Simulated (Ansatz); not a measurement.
# armchair BAs nanoribbon (N = 7, H edges): bands under strain, part 2 of 3

Wanted: the relaxed geometry and the bands of the armchair BAs nanoribbon (N = 7, H edges).

Ansatz 0.2.0; DFT PBE, plane waves, PAW; relaxation of a wire's period (the session's first sound run).

So far. Step 2 (Relaxing the period): The cell's length comes to 5.875 Å with spin left out.

## Step 3: The wire at its relaxed period

This step: DFT PBE, plane waves, PAW; bands of a perfect wire (Ansatz 0.2.0).

At the relaxed period the bands are computed along the axis; those that cross an energy going forward count the channels that a perfect wire would open there.

Input file input.yaml:

```yaml
crystal:
  lattice:
    - [19.783, 0.0, 0.0]
    - [0.0, 7.0, 0.0]
    - [0.0, 0.0, 5.8749863182]
  atoms:
    - { symbol: B, position: [0.24293666, 0.5, 0.999950388] }
    - { symbol: B, position: [0.414297865, 0.5, 0.002168047] }
    - { symbol: B, position: [0.585678628, 0.5, 0.002168047] }
    - { symbol: B, position: [0.757039833, 0.5, 0.999950388] }
    - { symbol: As, position: [0.247182548, 0.5, 0.324452889] }
    - { symbol: As, position: [0.414561024, 0.5, 0.335619728] }
    - { symbol: As, position: [0.585415469, 0.5, 0.335619728] }
    - { symbol: As, position: [0.752793945, 0.5, 0.324452889] }
    - { symbol: H, position: [0.18176689, 0.5, 0.454450891] }
    - { symbol: H, position: [0.818209603, 0.5, 0.454450891] }
    - { symbol: B, position: [0.329440852, 0.5, 0.503728576] }
    - { symbol: B, position: [0.499988246, 0.5, 0.503658688] }
    - { symbol: B, position: [0.670535641, 0.5, 0.503728576] }
    - { symbol: As, position: [0.328739863, 0.5, 0.837414989] }
    - { symbol: As, position: [0.499988246, 0.5, 0.835746666] }
    - { symbol: As, position: [0.67123663, 0.5, 0.837414989] }
    - { symbol: H, position: [0.190053747, 0.5, 0.902273717] }
    - { symbol: H, position: [0.809922746, 0.5, 0.902273717] }
kpoints:
  mp_grid: { grid: [1, 1, 14] }
  band_path: { path: ["Γ", Z], npoints: 90 }
scf:
  occupations: { method: fermi_dirac, width: 0.05 }
hamiltonian:
  xc: pbe
output:
  dos: { e_range: [-5, 4] }
  write_potential: true
  write_density: true
  volumetric_format: npy
```

Started as:

```sh
$ ansatz run input.yaml --threads 4 --pin off --max-ram 16384MiB --backend cpu --events-out ev --progress --plain --runs-dir out
```

Numbers of over 12 decimals in the logs are rounded to 6 here.

What it wrote:

```text
[...]
Crystal: 18 atoms, lattice volume = 813.574 Å³
Basis set: ecut = 420 eV, 15923 PW (Γ)
Bands: 83, of which v1, the nominal top of the filled ones, is band 65 counted from 1 (64 counted from 0)
Symmetry: 4 space group operations
[...]
k-points: 8 of 14 (time reversal used)
[...]
SCF iter   1: F=—  HF=-35141.921642 eV  |F-HF|=—  |Δ(HF+E_count)|=         —  Δρ=1.66e-3  dr2=5.86e-2  ethr=1.77e-3  ⟨swp⟩=6.1  Hψ=2637  notcnv=0  defer=25
[...]
SCF iter   8: F=-35141.947449 eV  HF=-35141.947449 eV  |F-HF|=2.65e-8  |Δ(HF+E_count)|=   1.35e-6  Δρ=2.19e-6  dr2=4.90e-8  ethr=7.69e-11  ⟨swp⟩=13.2  Hψ=2592  notcnv=0
SCF 1 converged in 8 iterations: F = -35141.947449 eV  dr2 = 4.90e-8
[...]
NSCF: frozen V_eff on 91 k-points
WARN: The output density's exchange-correlation potential varies sharply where the density is thin. Do not read a vacuum level from v_tot or v_xc, or from such a field of the output density. On a cell that repeats whose density bears no net charge and no dipole along the vacuum's axis use v_es (v_loc + v_h of the components); under efield.dipole_correction with no amplitude use v_es + v_field, which holds any externa [...]
SCF converged after 8 iterations
Free energy (F): -35141.947449 eV
[...]
Internal energy: -35141.947447 eV  (E = F + TS)
E sigma→0 (E₀):  -35141.947448 eV
Entropy (-TS):   -0.000002 eV (-0.000 meV/atom)
Fermi energy:    -0.491584 eV
[...]
--- Band table (eV; the first three rows and the last of 8) ---
  k-point 0: bands = [... 61 lower, -2.1407, -1.7301, -1.2006, -1.1006, 0.1391, 0.1472, 0.4968, 1.3503, ... 14 higher]
  k-point 1: bands = [... 61 lower, -2.1343, -1.8316, -1.3225, -1.1583, 0.1869, 0.2789, 0.6235, 1.3200, ... 14 higher]
  k-point 2: bands = [... 61 lower, -2.1171, -2.0835, -1.5978, -1.3090, 0.3109, 0.5819, 0.9501, 1.2390, ... 14 higher]
  k-point 7: bands = [... 61 lower, -3.0785, -2.5234, -2.3410, -1.9757, 0.7575, 1.2311, 1.5671, 1.8287, ... 14 higher]
```

Elapsed: 1.8 min, on 4 threads of Arm Neoverse V2, shared host; peak memory 3.6 GiB.

In the SCF lines HF is the Harris–Foulkes energy and dr2 the Hartree energy of the density residual, in eV; the loop may stop once dr2 is under the threshold and the program's other checks hold. Hψ counts applications of the Hamiltonian.

Numbers from this step:

- band gap: 1.240 eV

Electronic bands along the path, in eV, zero at the Fermi level; v1 is the highest filled band, c1 the lowest empty one:

```
  point     v4     v3     v2     v1    c1    c2    c3    c4
      Γ  -1.65  -1.24  -0.71  -0.61  0.63  0.64  0.99  1.84
halfway  -2.08  -1.66  -1.52  -1.13  1.07  1.48  1.71  2.13
      Z  -2.59  -2.03  -1.85  -1.48  1.25  1.72  2.06  2.32
```

The gap is 1.24 eV, with spin left out.

The path shows a direct gap of 1.24 eV (valence top at Γ, conduction bottom at Γ).

## Step 4: Strain along the wire, period over the relaxed period 0.96, k-mesh 1×1×11

This step: DFT PBE, plane waves, PAW; relaxation at a fixed period (Ansatz 0.2.0).

The period is set to 0.96 times the relaxed one and the atoms relax within it: strain changes bond lengths and angles, which shifts the bands against each other. Against the first PBE run of this kind, the mesh along the wire has 11 points against 14.

The cell differs from the one that the last finished run ended in (c 5.875 → 5.640 Å).

input.yaml: that of step 3 with these lines changed.

```diff
@@ -4,3 +4,3 @@
     - [0.0, 7.0, 0.0]
-    - [0.0, 0.0, 5.8749863182]
+    - [0.0, 0.0, 5.6399868655]
   atoms:
@@ -25,3 +25,3 @@
 kpoints:
-  mp_grid: { grid: [1, 1, 14] }
+  mp_grid: { grid: [1, 1, 11] }
   band_path: { path: ["Γ", Z], npoints: 90 }
@@ -31,6 +31,6 @@
   xc: pbe
+relax:
+  max_steps: 40
+  f_tol: 0.02
 output:
-  dos: { e_range: [-5, 4] }
-  write_potential: true
-  write_density: true
-  volumetric_format: npy
+  stress: true
```

What it wrote:

```text
Warning: output.stress: scf.convergence.dr2_threshold = 1e-7 eV (the SCF's general default) is looser than the 1.8e-9 eV advised for a printed stress (1e-10 eV for each atom of the cell: 18). What an SCF threshold leaves in a stress goes as its square root, and in the free energy as the threshold itself, and one threshold admits the most on a small cell: [figures from the program's tests cut] Every solve of this run  [...]
[...]
Crystal: 18 atoms, lattice volume = 781.031 Å³
Basis set: ecut = 420 eV, 15275 PW (Γ), exchange–correlation on 270×96×80 points (8 copies of the dense FFT grid, shifted against one another)
Bands: 83, of which v1, the nominal top of the filled ones, is band 65 counted from 1 (64 counted from 0)
Symmetry: 4 space group operations
[...]
k-points: 6 of 11 (time reversal used)
[...]
SCF iter   1: F=—  HF=-35141.397084 eV  |F-HF|=—  |Δ(HF+E_count)|=         —  Δρ=1.74e-3  dr2=9.09e-2  ethr=1.77e-3  ⟨swp⟩=6.0  Hψ=1978  notcnv=0  defer=21
[...]
SCF iter   6: F=-35141.417471 eV  HF=-35141.417467 eV  |F-HF|=3.81e-6  |Δ(HF+E_count)|=   8.14e-5  Δρ=2.72e-5  dr2=9.26e-6  ethr=7.69e-9  ⟨swp⟩=3.0  Hψ=1944  notcnv=0
SCF 1 converged in 6 iterations: F = -35141.417471 eV  dr2 = 9.26e-6
[...]
relax step   1: F+E_penalty+E_count = -35141.41747128 eV  Δ(F+E_penalty+E_count) = +0.000e0 eV  max|allowed force component| = 9.926e-1 eV/Å  Δτ_max = 0.0000 Å  (6 SCF iters, dr2 threshold 1.00e-5 eV, accepted)
[...]
SCF iter   6: F=-35141.577534 eV  HF=-35141.577536 eV  |F-HF|=1.23e-6  |Δ(HF+E_count)|=   8.18e-6  Δρ=2.73e-5  dr2=7.87e-6  ethr=4.04e-8  ⟨swp⟩=4.7  Hψ=1489  notcnv=0
SCF 2 converged in 6 iterations: F = -35141.577534 eV  dr2 = 7.87e-6
[...]
relax step   2: F+E_penalty+E_count = -35141.57753447 eV  Δ(F+E_penalty+E_count) = -1.601e-1 eV  max|allowed force component| = 3.968e-1 eV/Å  Δτ_max = 0.0817 Å  (6 SCF iters, dr2 threshold 6.16e-5 eV, accepted)
SCF iter   1: F=—  HF=-35141.613369 eV  |F-HF|=—  |Δ(HF+E_count)|=         —  Δρ=2.34e-3  dr2=3.73e-2  ethr=2.90e-4  ⟨swp⟩=3.7  Hψ=901  notcnv=0  defer=54
[...]
SCF iter   6: F=-35141.605121 eV  HF=-35141.605121 eV  |F-HF|=2.60e-7  |Δ(HF+E_count)|=   3.18e-6  Δρ=1.44e-5  dr2=2.38e-6  ethr=7.57e-9  ⟨swp⟩=4.8  Hψ=1514  notcnv=0
SCF 3 converged in 6 iterations: F = -35141.605121 eV  dr2 = 2.38e-6
relax step   3: F+E_penalty+E_count = -35141.60512111 eV  Δ(F+E_penalty+E_count) = -2.759e-2 eV  max|allowed force component| = 3.618e-2 eV/Å  Δτ_max = 0.0470 Å  (6 SCF iters, dr2 threshold 9.84e-6 eV, accepted)
SCF iter   1: F=—  HF=-35141.605328 eV  |F-HF|=—  |Δ(HF+E_count)|=         —  Δρ=1.58e-4  dr2=1.32e-4  ethr=1.31e-6  ⟨swp⟩=2.0  Hψ=861  notcnv=0  defer=50
[...]
SCF iter   5: F=-35141.605306 eV  HF=-35141.605306 eV  |F-HF|=5.23e-8  |Δ(HF+E_count)|=   1.15e-7  Δρ=2.44e-6  dr2=8.36e-8  ethr=7.69e-11  ⟨swp⟩=3.3  Hψ=1791  notcnv=0
SCF 4 converged in 5 iterations: F = -35141.605306 eV  dr2 = 8.36e-8
[...]
relax step   4: F+E_penalty+E_count = -35141.60530587 eV  Δ(F+E_penalty+E_count) = -1.848e-4 eV  max|allowed force component| = 7.869e-3 eV/Å  Δτ_max = 0.0027 Å  (5 SCF iters, accepted)
[...]
the band table was solved once a step of the walk had ended and its energy, with any forces and stress, was formed, with the checks that follow a solve (2750 applications of the Hamiltonian). They found nothing against the state; the energy, forces and stress were not computed again (output.eigenvalues in the input reference)
[...]
SCF converged after 5 iterations
Free energy (F): -35141.605306 eV
[...]
Internal energy: -35141.605304 eV  (E = F + TS)
E sigma→0 (E₀):  -35141.605305 eV
Entropy (-TS):   -0.000002 eV (-0.000 meV/atom)
Fermi energy:    -0.279705 eV
[...]
--- Forces (eV/Å), atoms counted from 1 ---
  atom   1  B     -0.00734000     0.00000000    -0.00786776
  atom   2  B     -0.00118591     0.00000000     0.00062146
  atom   3  B      0.00118591     0.00000000     0.00062146
  atom   4  B      0.00734000     0.00000000    -0.00786776
  atom   5  As    -0.00132090     0.00000000     0.00011362
  atom   6  As    -0.00018958     0.00000000    -0.00012065
  atom   7  As     0.00018958     0.00000000    -0.00012065
  atom   8  As     0.00132090     0.00000000     0.00011362
  atom   9  H      0.00407363     0.00000000    -0.00155815
  atom  10  H     -0.00407363     0.00000000    -0.00155815
  atom  11  B      0.00008625     0.00000000     0.00101676
  atom  12  B      0.00000000     0.00000000     0.00265729
  atom  13  B     -0.00008625     0.00000000     0.00101676
  atom  14  As     0.00046517     0.00000000     0.00246026
  atom  15  As     0.00000000     0.00000000     0.00095359
  atom  16  As    -0.00046517     0.00000000     0.00246026
  atom  17  H      0.00718026     0.00000000     0.00353976
  atom  18  H     -0.00718026     0.00000000     0.00353976
  max |Σ_I F_I| component: 2.15e-5 eV/Å
--- Stress (GPa, compression-positive) ---
       -0.009648       0.000000       0.000000
        0.000000       0.381308       0.000000
        0.000000       0.000000       3.448480
  P = ⅓ Tr σ = 1.2734 GPa (12.734 kbar)
--- Band table (eV; the first three rows and the last of 6) ---
  k-point 0: bands = [... 61 lower, -2.1052, -1.3845, -0.9939, -0.8831, 0.3341, 0.4043, 0.7769, 1.6173, ... 14 higher]
  k-point 1: bands = [... 61 lower, -2.0914, -1.5700, -1.1025, -1.0737, 0.4564, 0.5595, 1.0003, 1.5537, ... 14 higher]
  k-point 2: bands = [... 61 lower, -2.0543, -1.9828, -1.5327, -1.2821, 0.5939, 1.0021, 1.3987, 1.5245, ... 14 higher]
  k-point 5: bands = [... 61 lower, -2.8412, -2.4910, -2.1652, -1.8988, 0.8815, 1.3032, 1.7417, 2.1472, ... 14 higher]
--- Relaxed structure (4 steps of the walk, 4 accepted, 0 SCFs on fresh bases) ---
  F+E_penalty+E_count = -35141.60530587 eV   max|allowed force component| = 7.869e-3 eV/Å
  atoms:
    - { symbol: B, position: [0.238776, 0.5, 0.994269] }
    - { symbol: B, position: [0.413217, 0.5, -0.000524437] }
    - { symbol: B, position: [0.586759, 0.5, -0.000524437] }
    - { symbol: B, position: [0.761201, 0.5, 0.994269] }
    - { symbol: As, position: [0.242961, 0.5, 0.328526] }
    - { symbol: As, position: [0.413463, 0.5, 0.338451] }
    - { symbol: As, position: [0.586513, 0.5, 0.338451] }
    - { symbol: As, position: [0.757016, 0.5, 0.328526] }
    - { symbol: H, position: [0.179657, 0.5, 0.474965] }
    - { symbol: H, position: [0.820320, 0.5, 0.474965] }
    - { symbol: B, position: [0.327241, 0.5, 0.500257] }
    - { symbol: B, position: [0.499988, 0.5, 0.500841] }
    - { symbol: B, position: [0.672736, 0.5, 0.500257] }
    - { symbol: As, position: [0.326588, 0.5, 0.840631] }
    - { symbol: As, position: [0.499988, 0.5, 0.838378] }
    - { symbol: As, position: [0.673388, 0.5, 0.840631] }
    - { symbol: H, position: [0.187454, 0.5, 0.883579] }
    - { symbol: H, position: [0.812523, 0.5, 0.883579] }
```

Run time: 2 min. Hardware: 4 threads; peak memory 3.5 GiB.

Step by step:

```
step  energy less that of the first step (eV)  largest force component (eV/Å)
   1                                   0.0000                          0.9926
   2                                  -0.1601                          0.3968
   3                                  -0.1876                          0.0362
   4                                  -0.1878                          0.0079
```

Forces are held to the 4 operations that the run works with; a distortion that breaks them can't arise in this run.

The atoms that moved most (Å):

```
atom      dx     dy      dz  length
  H9  -0.042  0.000   0.116   0.123
 H10   0.042  0.000   0.116   0.123
 H17  -0.051  0.000  -0.105   0.117
 H18   0.051  0.000  -0.105   0.117
  B1  -0.082  0.000  -0.032   0.088
  B4   0.082  0.000  -0.032   0.088
 As5  -0.084  0.000   0.023   0.087
 As8   0.084  0.000   0.023   0.087
```

Final coordinates:

```xyz
18
Lattice="19.7830 0.0000 0.0000 0.0000 7.0000 0.0000 0.0000 0.0000 5.6400" Properties=species:S:1:pos:R:3
B     4.7237    3.5000    5.6077
B     8.1747    3.5000   -0.0030
B    11.6079    3.5000   -0.0030
B    15.0588    3.5000    5.6077
As    4.8065    3.5000    1.8529
As    8.1795    3.5000    1.9089
As   11.6030    3.5000    1.9089
As   14.9760    3.5000    1.8529
H     3.5541    3.5000    2.6788
H    16.2284    3.5000    2.6788
B     6.4738    3.5000    2.8214
B     9.8913    3.5000    2.8247
B    13.3087    3.5000    2.8214
As    6.4609    3.5000    4.7411
As    9.8913    3.5000    4.7284
As   13.3216    3.5000    4.7411
H     3.7084    3.5000    4.9834
H    16.0741    3.5000    4.9834
```

Numbers from this step:

```
band gap : 1.217 eV
```

Electronic bands along the path, in eV, zero at the Fermi level; v1 is the highest filled band, c1 the lowest empty one:

```
  point     v4     v3     v2     v1    c1    c2    c3    c4
      Γ  -1.83  -1.10  -0.71  -0.60  0.61  0.68  1.06  1.90
halfway  -2.06  -1.75  -1.59  -1.21  1.02  1.47  1.71  2.24
      Z  -2.69  -2.13  -1.97  -1.61  1.15  1.66  1.94  2.44
```

The gap is 1.22 eV, against 1.24 eV under PBE at the relaxed period.

## Step 5: At a strained period, period over the relaxed period 0.98, k-mesh 1×1×11

The period is set to 0.98 times the relaxed one and the atoms relax within it: strain changes bond lengths and angles, which shifts the bands against each other. Against the first PBE run of this kind, the mesh along the wire has 11 points against 14.

The cell differs from the one that the last finished run ended in (c 5.640 → 5.757 Å).

input.yaml: that of step 4 with these lines changed.

```diff
@@ -4,3 +4,3 @@
     - [0.0, 7.0, 0.0]
-    - [0.0, 0.0, 5.6399868655]
+    - [0.0, 0.0, 5.7574865918]
   atoms:
```

What it wrote:

```text
[...]
Crystal: 18 atoms, lattice volume = 797.303 Å³
Basis set: ecut = 420 eV, 15595 PW (Γ), exchange–correlation on 270×96×80 points (8 copies of the dense FFT grid, shifted against one another)
Bands: 83, of which v1, the nominal top of the filled ones, is band 65 counted from 1 (64 counted from 0)
Symmetry: 4 space group operations
[...]
- { symbol: B, position: [0.328432, 0.500000, 0.502231] }
    - { symbol: B, position: [0.499988, 0.500000, 0.502517] }
    - { symbol: B, position: [0.671544, 0.500000, 0.502231] }
    - { symbol: As, position: [0.327768, 0.500000, 0.838905] }
    - { symbol: As, position: [0.499988, 0.500000, 0.837079] }
    - { symbol: As, position: [0.672209, 0.500000, 0.838905] }
    - { symbol: H, position: [0.188818, 0.500000, 0.892782] }
    - { symbol: H, position: [0.811159, 0.500000, 0.892782] }
[key lines of the parts left out:]
SCF converged after 3 iterations
Free energy (F): -35141.863898 eV
Fermi energy:    -0.399265 eV
P = ⅓ Tr σ = 0.6817 GPa (6.817 kbar)
```

Elapsed: 2 min, on 4 threads; peak memory 3.6 GiB; 7.8 min of CPU time.

Relaxation path:

```
step  energy less that of the first step (eV)  largest force component (eV/Å)
   1                                   0.0000                          0.4309
   2                                  -0.0363                          0.1704
   3                                  -0.0419                          0.0165
   4                                  -0.0419                          0.0165
```

Forces are held to the 4 operations that the run works with; a distortion that breaks them can't arise in this run.

The atoms that moved most (Å):

```
atom      dx     dy      dz  length
  H9  -0.018  0.000   0.059   0.062
 H10   0.018  0.000   0.059   0.062
 H17  -0.024  0.000  -0.055   0.060
 H18   0.024  0.000  -0.055   0.060
  B1  -0.039  0.000  -0.017   0.043
  B4   0.039  0.000  -0.017   0.043
 As5  -0.039  0.000   0.011   0.041
 As8   0.039  0.000   0.011   0.041
```

The relaxed structure:

```cif
data_structure
_symmetry_space_group_name_H-M 'P 1'
_symmetry_Int_Tables_number 1
_cell_length_a 19.7830
_cell_length_b 7.0000
_cell_length_c 5.7575
_cell_angle_alpha 90.000
_cell_angle_beta 90.000
_cell_angle_gamma 90.000
_cell_volume 797.30
loop_
_atom_site_label
_atom_site_type_symbol
_atom_site_fract_x
_atom_site_fract_y
_atom_site_fract_z
_atom_site_occupancy
B1 B 0.24095 0.50000 0.99700 1
B2 B 0.41380 0.50000 0.00107 1
B3 B 0.58617 0.50000 0.00107 1
B4 B 0.75903 0.50000 0.99700 1
As5 As 0.24519 0.50000 0.32633 1
As6 As 0.41406 0.50000 0.33697 1
As7 As 0.58591 0.50000 0.33697 1
As8 As 0.75479 0.50000 0.32633 1
H9 H 0.18084 0.50000 0.46467 1
H10 H 0.81914 0.50000 0.46467 1
B11 B 0.32843 0.50000 0.50223 1
B12 B 0.49999 0.50000 0.50252 1
B13 B 0.67154 0.50000 0.50223 1
As14 As 0.32777 0.50000 0.83891 1
As15 As 0.49999 0.50000 0.83708 1
As16 As 0.67221 0.50000 0.83891 1
H17 H 0.18882 0.50000 0.89278 1
H18 H 0.81116 0.50000 0.89278 1
```

Electronic bands along the path, in eV, zero at the Fermi level; v1 is the highest filled band, c1 the lowest empty one:

```
  point     v4     v3     v2     v1    c1    c2    c3    c4
      Γ  -1.72  -1.16  -0.65  -0.65  0.64  0.67  1.03  1.88
halfway  -2.06  -1.68  -1.56  -1.16  1.05  1.49  1.73  2.21
      Z  -2.63  -2.07  -1.90  -1.54  1.21  1.71  2.01  2.46
```

The gap is 1.28 eV, against 1.24 eV under PBE at the relaxed period.

[end of part 2 of 3]

[Logs are printed without paths, hosts, clocks, repeated set-up lines and the standing remarks that a program may print on its own settings, such as how far it seeks lower states.]

[Hosts, paths, dates, database ids (printed as entryN), source tags and the programs' standing remarks are cut or masked in the printed files.]
